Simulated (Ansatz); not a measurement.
A run of Ansatz 0.2.0:

input.yaml

```yaml
crystal:
  lattice:
    - [-1.641, 1.641, 1.641]
    - [1.641, -1.641, 1.641]
    - [1.641, 1.641, -1.641]
  atoms:
    - { symbol: Ti, position: [0.0, 0.0, 0.0] }
kpoints:
  mp_grid: { grid: [11, 11, 11] }
  band_path:
    path:
      - [0.0, 0.0, 0.0]
      - [0.5, -0.5, 0.5]
      - [0.0, 0.0, 0.5]
      - [0.0, 0.0, 0.0]
      - [0.25, 0.25, 0.25]
      - [0.5, -0.5, 0.5]
    npoints: 6
scf:
  occupations: { method: fermi_dirac, width: 0.05 }
hamiltonian:
  xc: pbesol
  pseudopotentials: { kind: all_electron, datasets: crystal }
output:
  forces: true
  stress: true
  eigenvalues: true
```

Potentials or basis: all-electron PAW datasets made for the crystal.

Launch:

```bash
$ ansatz run input.yaml --threads 1 --pin off --max-ram 3072MiB --backend cpu --events-out ev --progress --plain --runs-dir out
```

Hardware: 1 thread of Arm Neoverse V1 (shared host).

Task: Estimate the wall time of this run.

Result: Wall time 4.3 s on 1 thread of Arm Neoverse V1, on a shared host, peak memory 0.29 GiB. Counts: scf iterations 7, plane waves 177, k points 56, bands 7.
